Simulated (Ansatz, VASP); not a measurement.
**One calculation of Pt, two programs**

```
CELL_PARAMETERS angstrom
2.77084 0.00000 0.00000
-1.38542 2.39962 0.00000
0.00000 0.00000 4.79790
ATOMIC_POSITIONS crystal
Pt 0.33333 0.66667 0.25000
Pt 0.66667 0.33333 0.75000
```

Alike in both runs: functional PBE; k mesh 16 × 16 × 9; occupations fermi-dirac, width 0.05 eV; no spin polarisation.

Ansatz relaxed the structure, and its values are those at the end. VASP's run is a single point on that final structure, the one shown.

```csv
,VASP,Ansatz
version,VASP 6.6.1,Ansatz 0.2.0
potentials or method,"VASP PAW PBE potentials, release 64 (Pt), cutoff 520 eV","all-electron LAPW, scalar-relativistic"
```

|  | VASP | Ansatz | Ansatz less VASP |
| --- | --- | --- | --- |
| pressure (GPa) | -3.3 | -2.9 | +0.41 |

Ansatz ran all-electron here, so the differences hold the error of VASP's frozen core and of both bases.

Spin-orbit coupling is left out, which matters for the levels of Pt.
